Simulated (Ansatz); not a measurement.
**Strain response of TiAl**

Theory: DFT PBEsol, scalar-relativistic, plane waves, PAW (Ansatz). Run with 420 eV cutoff, 16×16×10 k-mesh, Gaussian smearing of 0.10 eV, no spin polarisation.

Reference structure (relaxed):

```yaml
crystal:
  lattice:
    - [2.79464, 0.00000, 0.00000]
    - [0.00000, 2.79464, 0.00000]
    - [0.00000, 0.00000, 4.04114]
  atoms:
    - { symbol: Ti, position: [0.50000, 0.50000, 0.50000] }
    - { symbol: Al, position: [0.00000, 0.00000, 0.00000] }
```

Deformation: c alone is stretched, the rest of the cell is held and the atoms relax, all within the symmetry that the strain leaves. Energies are extrapolated to zero smearing. On this cell's mesh the reference holds a stress of up to 0.22 GPa.

```tsv
strain (%)	ΔE (meV/atom)	a (Å)	b (Å)	c (Å)
-4.5	16.9	2.795	2.795	3.859
-3.0	7.2	2.795	2.795	3.920
-1.5	1.6	2.795	2.795	3.981
+0.0	0.0	2.795	2.795	4.041
+1.5	2.3	2.795	2.795	4.102
+3.0	8.2	2.795	2.795	4.162
+4.5	17.8	2.795	2.795	4.223
```

What stiffness (1/V) d²E/dε² at zero strain does a cubic fit over all points give?

A cubic fit gives (1/V) d²E/dε² = 174 GPa at zero strain (the elastic constant along c at held a and b).